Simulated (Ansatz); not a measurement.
A run of Ansatz 0.2.0 is set up as follows.

File run.py:

```python
import json

import ase.io
import numpy as np
from ase.calculators.calculator import CalculationFailed, Calculator
from ase.stress import full_3x3_to_voigt_6_stress
from ase.units import GPa
from ase.eos import EquationOfState

import ansatz as az

class AnsatzCalculator(Calculator):
    implemented_properties = ["energy", "free_energy", "forces", "stress", "magmom"]

    def calculate(self, atoms, properties, system_changes):
        super().calculate(atoms, properties, system_changes)
        structure = atoms.copy()
        structure.set_constraint()
        structure.set_momenta(None)
        structure.set_masses(None)
        outcome = (
            az.Crystal.from_ase(structure)
            .calculation()
            .basis(xc_grid=2)
            .kpoints(11, 11, 11)
            .functional("pbe", dispersion="d3bj")
            .pseudopotentials(kind="paw", source="ansatz")
            .scf(tolerance=2e-10)
            .occupations(method="methfessel_paxton", width=0.01)
            .forces()
            .stress()
            .run(threads=2)
        )
        if not outcome.report["converged"]:
            raise CalculationFailed("SCF not converged")
        report = outcome.report
        self.results = {
            "free_energy": report["lagrangian_ev"],
            "energy": report["lagrangian_ev"],
            "forces": np.array(report["forces_ev_ang"]),
            "stress": -GPa * full_3x3_to_voigt_6_stress(report["stress_gpa"]),
            "magmom": report["magnetization_mub"],
        }

np.set_printoptions(precision=5, suppress=True, linewidth=110)
atoms = ase.io.read("In.cif")
atoms.info.pop("occupancy", None)
atoms.calc = AnsatzCalculator()
cell = atoms.cell.copy()
volumes, energies = [], []
for x in (0.94, 0.96, 0.98, 1.0, 1.02, 1.04, 1.06):
    atoms.set_cell(cell * x ** (1 / 3), scale_atoms=True)
    volumes.append(atoms.get_volume() / len(atoms))
    energies.append(atoms.get_potential_energy() / len(atoms))
    print(f"x {x:.2f}  V = {volumes[-1]:.4f} A^3/atom  E = {energies[-1]:.6f} eV/atom  P = {-atoms.get_stress()[:3].mean() / GPa:.3f} GPa")
v0, e0, b0 = EquationOfState(volumes, energies, eos="vinet").fit()
print(f"V0 = {v0:.4f} A^3/atom, E0 = {e0:.6f} eV/atom, B0 = {b0 / GPa:.2f} GPa")
```

The input In.cif:

```cif
data_In
_cell_length_a 3.37690644
_cell_length_b 3.37690644
_cell_length_c 3.37690644
_cell_angle_alpha 122.45293201
_cell_angle_beta 122.45293201
_cell_angle_gamma 85.80143744
_space_group_name_H-M_alt 'P1'
_space_group_name_Hall 'P 1'
_space_group_IT_number 1
loop_
_space_group_symop_operation_xyz
'x,y,z'
loop_
_atom_site_label
_atom_site_type_symbol
_atom_site_symmetry_multiplicity
_atom_site_Wyckoff_symbol
_atom_site_fract_x
_atom_site_fract_y
_atom_site_fract_z
_atom_site_occupancy
In1 In 1 a 0.0000000000 0.0000000000 0.0000000000 1
```

Potentials or basis: Ansatz PAW earlier set.

The run is started by

```bash
$ python run.py
```

(1) Predict the bulk modulus at fixed shape and positions.

(2) Estimate the pressure derivative of the bulk modulus.

## Answers

(1) 42 GPa.

(2) 4.5.

Caveat: the cell was scaled at fixed shape and fractional positions, which overstates the stiffness of a crystal with free parameters, most of all of layers and chains; the thresholds are loose for stress.
